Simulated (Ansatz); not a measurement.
## Zone-centre phonons of ZnS at 50 GPa: input and output

Computed with DFT PBE, scalar-relativistic, plane waves, PAW (Ansatz).

Launched with:
```bash
ansatz run input.yaml --threads 1 --pin off --max-ram 3072MiB --backend cpu --events-out ev --progress --plain --runs-dir out
```

Input (bare energies are in eV):
```yaml
crystal:
  lattice:
    - [0.0, 2.4306815023, 2.4306815023]
    - [2.4306815023, 0.0, 2.4306815023]
    - [2.4306815023, 2.4306815023, 0.0]
  atoms:
    - { symbol: Zn, position: [0.0, 0.0, 0.0] }
    - { symbol: S, position: [0.75, 0.75, 0.75] }
basis:
  ecutwfc: 420
kpoints:
  mp_grid: { grid: [10, 10, 10] }
hamiltonian:
  xc: pbe
scf:
  occupations: { method: fixed }
output:
  eigenvalues: true
phonons:
  method: dfpt
  dielectric: true
  rigid_motions: translations
  eigenvectors: true
```

Results section of the output:
```
--- Phonons (Γ-DFPT): 2 representative perturbations + reference, on 171 of 1000 k-points (Σ response iterations 6) ---
  k mesh reduced under 4 symmetry operations, with k and −k counted as one. Each operation leaves every solved perturbation unchanged. A smaller set is not considered because the run solves the response ...
  ASR residual: 1.007e-4 → 0.000e0 eV/Å²; symmetrization residual: 3.341e-7 eV/Å²
  ASR residual per site (eV/Å²): 8.00e-5 1.01e-4
  Γ frequencies (cm⁻¹): 0.00 0.00 0.00 445.54 445.54 445.54
  ε∞ (high-frequency dielectric tensor):
        6.268769    -0.000000    -0.000000
       -0.000000     6.268769     0.000000
       -0.000000     0.000000     6.268769
  ε⁰ (static dielectric tensor: ions relaxed, cell fixed):
        7.199899    -0.000000    -0.000000
       -0.000000     7.199899     0.000000
       -0.000000     0.000000     7.199899
  ε⁰ − ε∞ (ionic part):
        0.931130    -0.000000    -0.000000
       -0.000000     0.931130     0.000000
       -0.000000     0.000000     0.931130
  softest optical mode at Γ: 445.54 cm⁻¹; the repairs (sum rule, projections) moved no ω² at Γ by more than (0.93 cm⁻¹)²
  Born effective charges Z* (e; rows j = field, columns β = displacement):
    site 0:
         1.52344   -0.00000   -0.00000
         0.00000    1.52344    0.00000
         0.00000    0.00000    1.52344
    site 1:
        -1.52344    0.00000    0.00000
        -0.00000   -1.52344   -0.00000
        -0.00000   -0.00000   -1.52344
  Z* charge neutrality: 9.926e-5 e pre-enforcement
  solved inside a basis spanned on kpoints, on 10×10×10 k-points, its susceptibility summed on 14×14×14: ε∞ is read to err by 1.6e-2, Z* by 1.3e-2 e (field_mesh: kpoints solves on kpoints); Z* is corrected for ...
  optical modes at Γ without the LO–TO term, one row a degenerate level:
      ω (cm⁻¹) modes IR ((D/Å)²/amu)
        445.54      3             7.4673
  optical modes at Γ + LO–TO along q̂ = [1.0000, 0.0000, 0.0000]:
      ω (cm⁻¹) modes IR ((D/Å)²/amu)
        445.54      2             4.9782
        477.49      1             2.4891
  optical modes at Γ + LO–TO along q̂ = [0.0000, 1.0000, 0.0000]:
      ω (cm⁻¹) modes IR ((D/Å)²/amu)
        445.54      2             4.9782
        477.49      1             2.4891
  optical modes at Γ + LO–TO along q̂ = [0.0000, 0.0000, 1.0000]:
      ω (cm⁻¹) modes IR ((D/Å)²/amu)
        445.54      2             4.9782
        477.49      1             2.4891
```

Time: 51 s on 1 thread of Arm Neoverse V2, with other jobs on the host, peak memory 0.55 GiB.

The real crystal has changed phase below this pressure.